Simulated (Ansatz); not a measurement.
Runs of Ansatz 0.2.0 on CaO. The structure is cubic, space group Fm-3m (No. 225). The conventional cell has a = 4.807 Å, b = 4.807 Å, c = 4.807 Å, α = 90.00°, β = 90.00°, γ = 90.00°. Ca (site symmetry m-3m) is surrounded by 6 O at 2.40 Å. O (site symmetry m-3m) is surrounded by 6 Ca at 2.40 Å. The cell is a database's computed one.

```tsv
task	level	potentials or basis	cell	cutoff (eV)	smearing	basis error allowed	gap on the mesh (eV)	pressure (GPa)	relaxed volume (Å³/atom)
single point	PBE	all-electron LAPW, scalar-relativistic	as given	246	gaussian 0.021 eV	0.001 eV/atom	3.65	1.6	-
band structure	PBE	all-electron LAPW, scalar-relativistic	as given	246	fermi-dirac 0.05 eV	0.001 eV/atom	3.65	1.6	-
Born charges and dielectric tensor	LDA	all-electron PAW datasets made for the crystal	as given	340	fixed	-	(a)	-	-
relaxation of cell and atoms	revPBE	all-electron LAPW, scalar-relativistic	relaxed	-	fermi-dirac 0.05 eV	0.001 eV/atom	3.74	0.0	14.48
relaxation of cell and atoms	revPBE+D4	all-electron LAPW, scalar-relativistic	relaxed	-	fermi-dirac 0.05 eV	0.001 eV/atom	3.74	0.0	13.96
```

Alike in all rows: no spin polarisation; k mesh 10 × 10 × 10.

Question: Fill in the values left out.

Answer: (a) 3.48.

Caveats: the program warned that the printed levels may be off, so bands, gaps and densities of states are rough (some runs).

A k mesh can miss the band edges.

The runs don't all hold the same shells in valence.
